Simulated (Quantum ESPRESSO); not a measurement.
# Mn: equation of state with LDA

The system is Mn.

```xyz
2
Lattice="2.4836 0.0000 0.0000 -1.2418 2.1509 0.0000 0.0000 0.0000 4.0262" Properties=species:S:1:pos:R:3 pbc="T T T"
Mn    0.0000    1.4339    1.0065
Mn    1.2418    0.7170    3.0196
```

This isn't the form of Mn at room conditions, which is a 58-atom cubic cell.

```json
{
  "Program": "Quantum ESPRESSO 7.5",
  "Task": "equation of state",
  "Functional": "LDA",
  "Potentials or basis": "GBRV 1.5 LDA",
  "Cutoff": "612 eV",
  "Density cutoff": "4898 eV",
  "k mesh": "12 × 12 × 7",
  "Occupations": "fermi-dirac, width 0.05 eV",
  "Spin": "collinear spin, ferromagnetic start",
  "Starting moments": "[4.0, 4.0] μB",
  "Form of the LDA correlation": "PZ81",
  "Mixing beta": "0.3",
  "Most SCF iterations": "120",
  "SCF threshold": "4e-10 Ry"
}
```

| Item | Value |
| --- | --- |
| Equilibrium volume | 10.06 Å³/atom (rough: see the caveat) |
| Bulk modulus at fixed shape and positions | 332 GPa (rough) |

Energy against volume, from the lowest point:
```tsv
volume (Å³/atom)	energy (meV/atom)
10.109	0.00
10.324	6.76
10.539	21.75
10.754	44.14
10.969	73.08
11.184	107.85
11.399	147.82
```

All runs of the series together: 3 min on 2 threads of Intel(R) Xeon(R) Platinum 8488C (Sapphire Rapids) (shared host).

Caveat: the minimum lies outside the volumes run; the cell was scaled at fixed shape and fractional positions, which overstates the stiffness of a crystal with free parameters, most of all of layers and chains.
